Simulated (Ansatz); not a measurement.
## W: energy along a strain

W, Im-3m, a = 3.195 Å (as given, not relaxed at this level: -3.1 GPa). Ansatz: PBE, PAW, 420 eV, Γ-centred 20×20×20 mesh on 1 atom, Gaussian smearing 0.15 eV; no spin polarisation. Cell vectors (Å): -1.597 1.597 1.597; 1.597 -1.597 1.597; 1.597 1.597 -1.597. The cell is strained by x per cent times the pattern (0 0 0 0 1 0) in the order xx yy zz yz xz xy (engineering shears), with fractional coordinates held. y is the free energy over the start, V0 = 16.301 Å³/atom. Symmetry makes y even in x. Points with a strain past 8.5 % were computed too (2) and aren't used here.

```
x (%) y (meV/atom)
-5.00         17.97
 0.00          0.00
 1.25          1.14
 2.50          4.53
 3.75         10.14
 6.25         28.04
 7.50             ?
```

Q: Fit y = c2 x² + c4 x⁴ to the other rows, get the stiffness along the pattern, and predict the missing energy.

A: Least squares on the rows shown. y = 0.72259 x² − 0.00012584 x⁴. The clamped-ion stiffness p·C·p = 2 × 7.226 eV × 160.2 / 16.301 Å³ = 142 GPa, which is C55 in these axes (C44 of the cubic crystal) (second derivative at the start, which stands under stress). At x = 7.50 the fit asked for gives 40.25 meV/atom. The run gave 40.40 meV/atom, so the fit is 0.15 meV/atom too low, a small miss on the scale of the series.

Spin–orbit coupling is left out, which can shift energies with elements as heavy as these.